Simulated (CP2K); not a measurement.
# Ti under changes of volume

One of the cells (17.636 Å³/atom); the others are scaled copies at fixed shape and fractional positions:

```
Ti
1.0
     2.95000    0.00000    0.00000
    -1.47500    2.55477    0.00000
     0.00000    0.00000    4.68000
Ti
2
Direct
  0.66667 0.33333 0.75000
  0.33333 0.66667 0.25000
```

```yaml
Program: CP2K 2026.2
Functional: PBE
Potentials_or_basis: POTENTIAL_UZH Ti GTH-PBE-q12; TZVP-MOLOPT-PBE-GTH basis
Density_cutoff: 6123 eV
k_mesh: 10 × 10 × 6
Occupations: fermi-dirac, width 0.05 eV
Spin: no spin polarisation
```

```tsv
volume (Å³/atom)	energy over the lowest point (meV/atom)	pressure (GPa)
16.577	14.58	6.0
16.930	4.50	3.3
17.283	0.00	0.9
17.636	0.60	-1.3
17.988	6.09	-3.4
18.341	?	?
18.694	29.03	-6.9
```

**Question.** What does the run at 18.341 Å³/atom give?

**Answer.** Energy over the lowest point 15.61 meV/atom; pressure -5.2 GPa.

Worked out: A Birch-Murnaghan fit of order 3 (a polynomial in V^(-2/3)) to the other rows has its minimum at 17.41 Å³/atom with B0 = V·E''(V) = 111 GPa and B' = 3.8 at fixed shape and positions, which overstates the stiffness. It gives 15.61 meV/atom at 18.341 Å³/atom, against the run's 15.61, and -dE/dV = -5.3 GPa, against -5.2.

Energies are extrapolated to zero smearing.

Caveats: the basis of atomic orbitals isn't converged, which shifts pressures, moduli and gaps.
